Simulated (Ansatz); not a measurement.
Input of an Ansatz 0.2.0 run:

The input input.yaml:

```yaml
crystal:
  lattice:
    - [3.0292, 0.0, 0.0]
    - [-1.5146, 2.6233641531, 0.0]
    - [0.0, 0.0, 3.2284]
  atoms:
    - { symbol: Ti, position: [0.0, 0.0, 0.0] }
    - { symbol: B, position: [0.6666666667, 0.3333333333, 0.5] }
    - { symbol: B, position: [0.3333333333, 0.6666666667, 0.5] }
hamiltonian:
  xc: pbesol
  pseudopotentials: { kind: paw }
kpoints:
  mp_grid: { grid: [10, 10, 8] }
  band_path:
    path:
      - [[0.0, 0.0, 0.0], [0.5, 0.0, 0.0], [0.3333333333, 0.3333333333, 0.0], [0.0, 0.0, 0.0], [0.0, 0.0, 0.5], [0.5, 0.0, 0.5], [0.3333333333, 0.3333333333, 0.5], [0.0, 0.0, 0.5]]
      - [[0.5, 0.0, 0.5], [0.5, 0.0, 0.0]]
      - [[0.3333333333, 0.3333333333, 0.0], [0.3333333333, 0.3333333333, 0.5]]
    npoints: 14
scf:
  occupations: { method: fermi_dirac, width: 0.05 }
  n_extra_bands: 7
output:
  forces: true
  stress: true
  eigenvalues: true
  fatbands: false
```

Potentials or basis: Ansatz PAW.

The run is started by

```sh
$ ansatz run input.yaml --threads 2 --pin off --max-ram 5632MiB --backend cpu --events-out ev --progress --plain --runs-dir out
```

Task: What does it give for the pressure?

Result: -5.1 GPa.

Task: Predict the band gap on the k mesh.

Result: None (metal or under the smearing width).

Stress tensor (GPa, compression positive):
```
-4.32  0.00  0.00
 0.00 -4.32  0.00
 0.00  0.00 -6.52
```

Caveat: the PAW data sets come from PBE, with cores solved anew for the run's functional, which leaves a small shift of forces and pressure.
